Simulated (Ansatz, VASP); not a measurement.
# Two plane-wave programs on BN

The input INCAR:

```
ALGO = Fast
EDIFF = 1E-6
ENCUT = 520
GGA = PS
ISIF = 2
ISMEAR = 0
LASPH = T
LCHARG = F
LREAL = F
LWAVE = F
NBANDS = 16
NELM = 100
PREC = Accurate
SIGMA = 0.05
```

Contents of KPOINTS:

```
k-points
0
Gamma
  12 12 4
```

POSCAR

```
BN
1.0
    2.5043488457      0.0000000000      0.0000000000
   -1.2521744229      2.1688297203      0.0000000000
    0.0000000000      0.0000000000      7.0190956742
B N
2 2
Direct
    0.3333333333      0.6666666667      0.2500000000
    0.6666666667      0.3333333333      0.7500000000
    0.3199080550      0.7033452091      0.7500000000
    0.6666666667      0.3333333333      0.2500000000
```

Input for Ansatz:

```yaml
crystal:
  lattice:
    - [2.5043488457, 0.0, 0.0]
    - [-1.2521744229, 2.1688297203, 0.0]
    - [0.0, 0.0, 7.0190956742]
  atoms:
    - { symbol: B, position: [0.3333333333, 0.6666666667, 0.25] }
    - { symbol: B, position: [0.6666666667, 0.3333333333, 0.75] }
    - { symbol: "N", position: [0.319908055, 0.7033452091, 0.75] }
    - { symbol: "N", position: [0.6666666667, 0.3333333333, 0.25] }
basis:
  ecutwfc: 420
kpoints:
  mp_grid: { grid: [12, 12, 4] }
hamiltonian:
  xc: pbesol
scf:
  occupations: { method: gaussian, width: 0.05 }
output:
  forces: true
  stress: true
  eigenvalues: true
```

Alike in both runs: task single point; functional PBEsol; k mesh 12 × 12 × 4; occupations gaussian, width 0.05 eV; no spin polarisation.

|  | VASP | Ansatz |
| --- | --- | --- |
| version | VASP 6.6.1 | Ansatz 0.2.0 |
| potentials or method | VASP PAW PBE potentials, release 64 (B, N) | scalar-relativistic, plane waves, PAW |
| plane-wave cutoff (eV) | 520 | 420 |
| valence electrons in the cell | 16 | 16 |

|  | VASP | Ansatz | Ansatz less VASP |
| --- | --- | --- | --- |
| gap on the k mesh at the Fermi level (eV) | 4.06 | 4.07 | +0.009 |
| least direct gap on the mesh (eV) | 4.54 | 4.55 | +0.010 |
| pressure (GPa) | 2.4 | 2.1 | -0.26 |
| largest component of the traceless stress (GPa) | 5.86 | 5.64 | -0.228 |
| rms of the force components (eV/Å) | 1.701 | 1.702 | +0.0013 |

Atom by atom the forces differ by 0.001 eV/Å (rms over components). With one functional, cell and mesh, what is left measures potentials, basis and numerics.

Caveats: the PAW data sets were made with another functional, which shifts forces and pressure a little (VASP); this functional lacks dispersion, which binds the layers, so the pressure and a relaxed spacing across them are unreliable. A k mesh can miss the band edges.
